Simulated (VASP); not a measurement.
Ir:

```
Ir
1.0
     2.75138    0.00000    0.00000
    -1.37569    2.38276    0.00000
     0.00000    0.00000    4.46229
Ir
2
Direct
  0.33333 0.66667 0.25000
  0.66667 0.33333 0.75000
```

This isn't the form of Ir at room conditions, which is fcc.

Program: VASP 6.6.1. Alike in all runs: task band structure; potentials or basis VASP PAW PBE potentials, release 64 (Ir); no spin polarisation; cell as given; k mesh 11 × 11 × 6; cutoff (eV) 520; smearing fermi-dirac 0.05 eV.

Q: Order these runs on this cell by their pressure, lowest first.
A. level AM05
B. level RPBE
C. level r2SCAN
D. level PBEsol
E. level SCAN

A: E (-22.5 GPa), A (-14.3 GPa), D (-11.6 GPa), C (-6.5 GPa), B (3.1 GPa).

Caveats: the PAW data sets were made with another functional, which shifts forces and pressure a little.
